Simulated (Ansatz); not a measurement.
# NaI: the cost of one run

Method: DFT LDA, scalar-relativistic, plane waves, PAW, in Ansatz 0.2.0.

### 1 The starting structure

The structure is orthorhombic, space group Pmma (No. 51). Conventional cell: a = 4.622 Å, b = 4.270 Å, c = 7.798 Å, α = 90.00°, β = 90.00°, γ = 90.00°. Na (site symmetry mm2) has 4 I at 3.15 Å as nearest neighbours. Around I (site symmetry mm2) lie 4 Na at 3.15 Å.

As a file:

```cif
data_structure
_symmetry_space_group_name_H-M 'Pmma'
_symmetry_Int_Tables_number 51
_cell_length_a 4.6222
_cell_length_b 4.2697
_cell_length_c 7.7984
_cell_angle_alpha 90.000
_cell_angle_beta 90.000
_cell_angle_gamma 90.000
_cell_volume 153.90
loop_
_atom_site_label
_atom_site_type_symbol
_atom_site_symmetry_multiplicity
_atom_site_Wyckoff_symbol
_atom_site_fract_x
_atom_site_fract_y
_atom_site_fract_z
_atom_site_occupancy
Na1 Na 2 f 0.25000 0.50000 0.27503 1
I1 I 2 e 0.25000 0.00000 0.74243 1
```

Source of the structure: the Materials Project (structure only).

### 2 Quick check of gap, pressure and forces

The input, input.yaml:

```yaml
crystal:
  lattice:
    - [4.6222093067, 0.0, 0.0]
    - [0.0, 4.2697016003, 0.0]
    - [0.0, 0.0, 7.798384]
  atoms:
    - { symbol: Na, position: [0.25, 0.5, 0.275031] }
    - { symbol: Na, position: [0.75, 0.5, 0.724969] }
    - { symbol: I, position: [0.25, 0.0, 0.742427] }
    - { symbol: I, position: [0.75, 0.0, 0.257573] }
basis:
  ecutwfc: 420
kpoints:
  mp_grid: { grid: [4, 4, 4] }
hamiltonian:
  xc: lda
scf:
  occupations: { method: gaussian, width: 0.1 }
output:
  forces: true
  stress: true
  eigenvalues: true
```

Run with:

```
$ ansatz run input.yaml --threads 1 --pin off --max-ram 1228MiB --backend cpu --events-out ev --progress --plain --runs-dir out
```

**Question.** How long does this run take on 1 thread of an Arm CPU, shared host, and how much memory does it need?

About 8.1 s, with a peak of 0.39 GiB.
